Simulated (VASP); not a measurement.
# Si (Fd-3m) in VASP: notebook

One crystal, Si, is run at these levels: r2SCAN; tasks: relaxation of cell and atoms, single point.

Everything below comes from runs of VASP 6.6.1. Logs are shortened: lines on timing, memory, paths and dates and some standing lists are left out, and cuts for length are marked.

### Step 1. Starting point

It takes space group Fd-3m (No. 227, cubic). Conventional cell: a = 5.427 Å, b = 5.427 Å, c = 5.427 Å, α = 90.00°, β = 90.00°, γ = 90.00°. Si (site symmetry -43m) is surrounded by 4 Si at 2.35 Å.

### Step 2. Relaxation of cell and atoms, r2SCAN

POSCAR

```
Si
1.0
    0.0000000000      2.7135600000      2.7135600000
    2.7135600000      0.0000000000      2.7135600000
    2.7135600000      2.7135600000      0.0000000000
Si
2
Direct
    0.7500000000      0.7500000000      0.7500000000
    0.5000000000      0.5000000000      0.5000000000
```

INCAR.step1

```
PREC = Accurate
ENCUT = 600
ISMEAR = 0
SIGMA = 0.02
LREAL = F
LASPH = T
NELM = 100
GGA = PE
ALGO = Normal
EDIFF = 1E-4
LWAVE = T
LCHARG = F
```

INCAR.step2

```
PREC = Accurate
ENCUT = 600
EDIFF = 1E-6
ISMEAR = 0
SIGMA = 0.02
LREAL = F
LASPH = T
NELM = 100
ALGO = Normal
ISIF = 3
LWAVE = F
LCHARG = F
METAGGA = R2SCAN
LMIXTAU = T
IBRION = 2
NSW = 100
EDIFFG = -0.005
ISTART = 1
```

KPOINTS

```
regular mesh
0
Gamma
  10 10 10
```

Potentials or basis: VASP PAW PBE potentials, release 64 (Si).

Started as:

```console
$ cat potpaw_PBE.64/Si/POTCAR > POTCAR
$ cp INCAR.step1 INCAR
$ mpirun -np 1 vasp_std > vasp.out
$ cp INCAR.step2 INCAR
$ mpirun -np 1 vasp_std > vasp.out
```

OUTCAR:

```text
PREC = Accurate
   ENCUT = 600
   EDIFF = 1E-6
   ISMEAR = 0
   LREAL = F
   LASPH = T
   NELM = 100
   ISIF = 3
   METAGGA = R2SCAN
   IBRION = 2
   NSW = 100
   EDIFFG = -0.005
   ISTART = 1

 ion  position               nearest neighbor table
   1  0.750  0.750  0.750-   2 2.35   2 2.35   2 2.35   2 2.35
   2  0.500  0.500  0.500-   1 2.35   1 2.35   1 2.35   1 2.35

  LATTYP: Found a face centered cubic cell.
 ALAT       =     5.4271200000

  Lattice vectors:

 A1 = (   0.0000000000,   2.7135600000,   2.7135600000)
 A2 = (   2.7135600000,   0.0000000000,   2.7135600000)
 A3 = (   2.7135600000,   2.7135600000,   0.0000000000)

Analysis of symmetry for initial positions (statically):
=====================================================================
 Subroutine PRICEL returns:
 Original cell was already a primitive cell.

 Routine SETGRP: Setting up the symmetry group for a
 face centered cubic supercell.

 Subroutine GETGRP returns: Found 48 space group operations
 (whereof 24 operations were pure point group operations)
 out of a pool of 48 trial point group operations.

The static configuration has the point symmetry T_d .
 The point group associated with its full space group is O_h .

Analysis of symmetry for dynamics (positions and initial velocities):
=====================================================================
 Subroutine PRICEL returns:
 Original cell was already a primitive cell.

 Routine SETGRP: Setting up the symmetry group for a
 face centered cubic supercell.

 Subroutine GETGRP returns: Found 48 space group operations
 (whereof 24 operations were pure point group operations)
 out of a pool of 48 trial point group operations.

The dynamic configuration has the point symmetry T_d .
 The point group associated with its full space group is O_h .

 Subroutine INISYM returns: Found 48 space group operations
 (whereof 24 operations are pure point group operations),
 and found     1 'primitive' translations

----------------------------------------------------------------------------------------

                                     Primitive cell

  volume of cell :      39.9621

  direct lattice vectors                    reciprocal lattice vectors
     0.000000000  2.713560000  2.713560000    -0.184259792  0.184259792  0.184259792
     2.713560000  0.000000000  2.713560000     0.184259792 -0.184259792  0.184259792
     2.713560000  2.713560000  0.000000000     0.184259792  0.184259792 -0.184259792

  length of vectors
     3.837553354  3.837553354  3.837553354     0.319147321  0.319147321  0.319147321

  position of ions in fractional coordinates (direct lattice)
     0.750000000  0.750000000  0.750000000
     0.500000000  0.500000000  0.500000000

  ion indices of the primitive-cell ions
   primitive index   ion index
                 1           1
                 2           2

----------------------------------------------------------------------------------------

 KPOINTS: regular mesh

Automatic generation of k-mesh.
 Grid dimensions read from file:
 generate k-points for:   10   10   10

 Generating k-lattice:

  Cartesian coordinates                     Fractional coordinates (reciprocal lattice)
    -0.018425979  0.018425979  0.018425979     0.100000000  0.000000000  0.000000000
     0.018425979 -0.018425979  0.018425979     0.000000000  0.100000000  0.000000000
     0.018425979  0.018425979 -0.018425979     0.000000000  0.000000000  0.100000000

  Length of vectors
     0.031914732  0.031914732  0.031914732

  Shift w.r.t. Gamma in fractional coordinates (k-lattice)
     0.000000000  0.000000000  0.000000000

 Subroutine IBZKPT returns following result:
 ===========================================

 Found     47 irreducible k-points:

 Following reciprocal coordinates:
            Coordinates               Weight
  0.000000  0.000000  0.000000      1.000000
  0.100000  0.000000  0.000000      8.000000
  0.200000  0.000000  0.000000      8.000000
  0.300000  0.000000  0.000000      8.000000
  0.400000  0.000000  0.000000      8.000000
  0.500000  0.000000  0.000000      4.000000
[... 16 lines left out ...]
  0.300000  0.300000  0.000000      6.000000
  0.400000  0.300000  0.000000     24.000000
 [... further k-points ...]
   k-points           NKPTS =     47   k-points in BZ     NKDIM =     47   number of bands    NBANDS=      8
   number of dos      NEDOS =    301   number of ions     NIONS =      2
   total plane-waves  NPLWV =  32768
   dimension x,y,z NGX =    32 NGY =   32 NGZ =   32
   dimension x,y,z NGXF=    64 NGYF=   64 NGZF=   64
   ions per type =               2
   NGX,Y,Z   is equivalent  to a cutoff of  13.86, 13.86, 13.86 a.u.
   NGXF,Y,Z  is equivalent  to a cutoff of  27.73, 27.73, 27.73 a.u.
 SYSTEM =  unknown system
   PREC   = accura    normal or accurate (medium, high low for compatibility)
   ISTART =      1    job   : 0-new  1-cont  2-samecut
   ICHARG =      0    charge: 1-file 2-atom 10-const
   ISPIN  =      1    spin polarized calculation?
   LNONCOLLINEAR =      F non collinear calculations
   LSORBIT =      F    spin-orbit coupling
   LASPH  =      T    aspherical Exc in radial PAW
   ENCUT  =  600.0 eV  44.10 Ry    6.64 a.u.   7.66  7.66  7.66*2*pi/ulx,y,z
   NELM   =    100;   NELMIN=  2; NELMDL=  0     # of ELM steps
   EDIFF  = 0.1E-05   stopping-criterion for ELM
   LREAL  =      F    real-space projection
   EDIFFG = -.5E-02   stopping-criterion for IOM
   NSW    =    100    number of steps for IOM
   IBRION =      2    ionic relax: 0-MD 1-quasi-New 2-CG
   NFREE  =      1    steps in history (QN), initial steepest desc. (CG)
   ISIF   =      3    stress and relaxation
   ISYM   =      2    0-nonsym 1-usesym 2-fastsym
   POTIM  = 0.5000    time-step for ionic-motion
   TEBEG  =    0.0;   TEEND  =   0.0 temperature during run
   PSTRESS=    0.0 pullay stress
   NELECT =       8.0000    total number of electrons
   NUPDOWN=      -1.0000    fix difference up-down
   EMIN   =  10.00;   EMAX   =-10.00  energy-range for DOS
   EFERMI =   0.00;   METHOD = LEGACY
   ISMEAR =     0;   SIGMA  =   0.02  broadening in eV -4-tet -1-fermi 0-gaus
   EFERMI_NEDOS =   21; number of points for ismear=-14 and -15
   IALGO  =     38    algorithm
   IMIX   =      4    mixing-type and parameters
     AMIX     =   0.40;   BMIX     =  1.00
     AMIX_MAG =   1.60;   BMIX_MAG =  1.00
  volume/ion in A,a.u.               =      19.98       134.84
  Fermi-wavevector in a.u.,A,eV,Ry     =   0.957684  1.809760 12.478691  0.917158
  Thomas-Fermi vector in A             =   2.086724
   LORBIT       =      0    0 simple, 1 ext, 2 COOP (PROOUT), +10 PAW based schemes
   METAGGA = R2SCAN    functional components
   LHFCALC =     F    Hartree Fock is set to
   AEXX    =    0.0000 exact exchange contribution
   IVDW    =     0    specifies the selected vdW correction
   LEPSILON=     F    determine dielectric tensor
   LRPA    =     F    only Hartree local field effects (RPA)
 conjugate gradient relaxation of ions
 non-spin polarized calculation
 Gauss-broadening in eV      SIGMA  =   0.02
  energy-cutoff  :      600.00
  volume of cell :       39.96
 maximum number of plane-waves:      1363
   NGX = 15   NGY = 15   NGZ = 15

--------------------------------------- Ionic step        1  -------------------------------------------

 number of electron       7.9999999 magnetization

 Free energy of the ion-electron system (eV)
  ---------------------------------------------------
  ext. energy  EPLUGINS =         0.00000000
  ---------------------------------------------------
  free energy    TOTEN  =       -17.54899189 eV

  energy without entropy =      -17.54899189  energy(sigma->0) =      -17.54899189

------------------------ aborting loop because EDIFF is reached ----------------------------------------

  FORCE on cell =-STRESS in cart. coord.  units (eV):
  Direction    XX          YY          ZZ          XY          YZ          ZX
  --------------------------------------------------------------------------------------
  -------------------------------------------------------------------------------------
  Total        0.1727664      0.1727664      0.1727664      0.0000000      0.0000000      0.0000000
  in kB        6.9266221      6.9266221      6.9266221      0.0000000      0.0000000      0.0000000
  external PRESSURE =       6.9266221 kB  Pullay stress =       0.0000000 kB
[... 57 lines left out ...]
  energy  without entropy=      -17.5492195751  energy(sigma->0) =      -17.54921958

--------------------------------------- Ionic step        3  -------------------------------------------

 number of electron       8.0000000 magnetization

 Free energy of the ion-electron system (eV)
  ---------------------------------------------------
  ext. energy  EPLUGINS =         0.00000000
  ---------------------------------------------------
  free energy    TOTEN  =       -17.54958934 eV

  energy without entropy =      -17.54958934  energy(sigma->0) =      -17.54958934

 E-fermi :   5.8040     XC(G=0):  -9.8353

 val. band max:        5.6871839157   @ k =   0.0000   0.0000   0.0000
 cond. band min:       6.4760872386   @ k =   0.4000   0.4000   0.0000
 fundamental gap:      0.7889033228
 Fermi energy:         5.8039812201

 k-point     1 :       0.0000    0.0000    0.0000
  band No.  band energies     occupation
      1      -6.8036      2.00000
      2       5.6872      2.00000
      3       5.6872      2.00000
      4       5.6872      2.00000
      5       8.4434      0.00000
      6       8.4434      0.00000
      7       8.4434      0.00000
      8       9.6149      0.00000
[... 243 lines left out ...]
 k-point    24 :       0.4000    0.3000    0.0000
  band No.  band energies     occupation
      1      -4.5361      2.00000
      2       0.0656      2.00000
      3       2.7079      2.00000
      4       3.1288      2.00000
      5       6.9526      0.00000
      6       8.2083      0.00000
      7      13.1350      0.00000
      8      13.2222      0.00000

 [... further k-points ...]
[... 5 lines left out ...]
  --------------------------------------------------------------------------------------
  -------------------------------------------------------------------------------------
  Total        0.0009543      0.0009543      0.0009543      0.0000000      0.0000000      0.0000000
  in kB        0.0379941      0.0379941      0.0379941      0.0000000      0.0000000      0.0000000
  external PRESSURE =       0.0379941 kB  Pullay stress =       0.0000000 kB
[... 17 lines left out ...]
  FREE ENERGIE OF THE ION-ELECTRON SYSTEM (eV)
  ---------------------------------------------------
  free  energy   TOTEN  =       -17.5495893362 eV

  energy  without entropy=      -17.5495893362  energy(sigma->0) =      -17.54958934

 reached required accuracy - stopping structural energy minimisation
```

It took 73 s on 1 thread of Intel Xeon 6975P-C (Granite Rapids), shared host; peak memory 0.18 GiB.

What came out:

```yaml
Free_energy: -17.5496 eV
Relaxed_volume: 20.12 Å³/atom
Relaxed_cell: a = 3.846 Å, b = 3.846 Å, c = 3.846 Å, α = 60.00°, β = 60.00°, γ = 60.00°
Space_group_after_relaxing_to_0.05_Å: Fd-3m (No. 227)
Energy_gained_by_relaxing: 0.3 meV/atom
Ionic_steps: 3
Pressure_after_relaxing: 0.0 GPa
Band_gap_on_the_k_mesh: 0.79 eV, indirect (least direct gap 2.76 eV)
```

The path:
| step | energy change (eV) | largest force (eV/Å) | pressure (GPa) | volume (Å³) |
| --- | --- | --- | --- | --- |
| 1 | 0.0000 | 0.0000 | 0.69 | 39.96 |
| 2 | -0.0002 | 0.0000 | -0.53 | 40.46 |
| 3 | -0.0006 | 0.0000 | 0.00 | 40.24 |

Final structure:
```xyz
2
Lattice="0.0000 2.7199 2.7199 2.7199 0.0000 2.7199 2.7199 2.7199 0.0000" Properties=species:S:1:pos:R:3 pbc="T T T"
Si    4.0798    4.0798    4.0798
Si    2.7199    2.7199    2.7199
```

Caveat: the PAW data sets were made with another functional, which shifts forces and pressure a little.

### Step 3. Single point, r2SCAN

POSCAR is that of step 2.

INCAR.step1

```
SYSTEM = Si
PREC     = Accurate       ! precision mode
ENCUT    = 520            ! plane-wave cutoff, eV
ISMEAR   = 0              ! smearing method
SIGMA    = 0.1            ! smearing width, eV
LREAL    = .False.        ! projectors in reciprocal space
LASPH    = .True.         ! aspherical terms in the spheres
NELM     = 100            ! most SCF steps
NBANDS   = 11             ! bands
GGA      = PE             ! functional
ALGO     = Normal         ! electronic algorithm
EDIFF    = 1E-4           ! SCF threshold, eV
LWAVE    = .True.         ! write WAVECAR
LCHARG   = .False.        ! write CHGCAR
```

INCAR.step2

```
SYSTEM = Si
PREC     = Accurate       ! precision mode
ENCUT    = 520            ! plane-wave cutoff, eV
EDIFF    = 1E-6           ! SCF threshold, eV
ISMEAR   = 0              ! smearing method
SIGMA    = 0.1            ! smearing width, eV
LREAL    = .False.        ! projectors in reciprocal space
LASPH    = .True.         ! aspherical terms in the spheres
NELM     = 100            ! most SCF steps
ALGO     = Normal         ! electronic algorithm
ISIF     = 2              ! what is computed and relaxed
LWAVE    = .False.        ! write WAVECAR
LCHARG   = .False.        ! write CHGCAR
METAGGA  = R2SCAN         ! meta-GGA
LMIXTAU  = .True.       
NBANDS   = 11             ! bands
ISTART   = 1
```

KPOINTS

```
regular mesh
0
Gamma
  6 6 6
  0 0 0
```

Potentials or basis: VASP PAW PBE potentials, release 64 (Si).

Started as:

```console
$ cat potpaw_PBE.64/Si/POTCAR > POTCAR
$ cp INCAR.step1 INCAR
$ mpirun -np 1 vasp_std > vasp.out
$ cp INCAR.step2 INCAR
$ mpirun -np 1 vasp_std > vasp.out
```

Run time: 20 s. Hardware: 1 thread of Intel Xeon 6975P-C (Granite Rapids), shared host; peak memory 0.15 GiB.

It converged, with:

```
Free energy            : -17.5283 eV
Pressure               : 0.8 GPa
Band gap on the k mesh : 0.91 eV, indirect (least direct gap 2.76 eV)
```

Levels at points of the mesh, in eV from the valence-band top:
```
           k point  band 1  band 2  band 3  band 4  band 5  band 6  band 7  band 8
(0.00, 0.00, 0.00)  -12.54    0.00    0.00    0.00    2.76    2.76    2.76    4.02
(0.50, 0.00, 0.00)  -10.08   -7.28   -1.28   -1.28    1.89    3.58    3.58    8.34
(0.50, 0.50, 0.00)   -8.16   -8.16   -3.02   -3.02    0.91    0.91   10.90   10.90
```

Caveat: the PAW data sets were made with another functional, which shifts forces and pressure a little. r2SCAN opens gaps a little over a GGA but as a rule still falls short of measured ones.
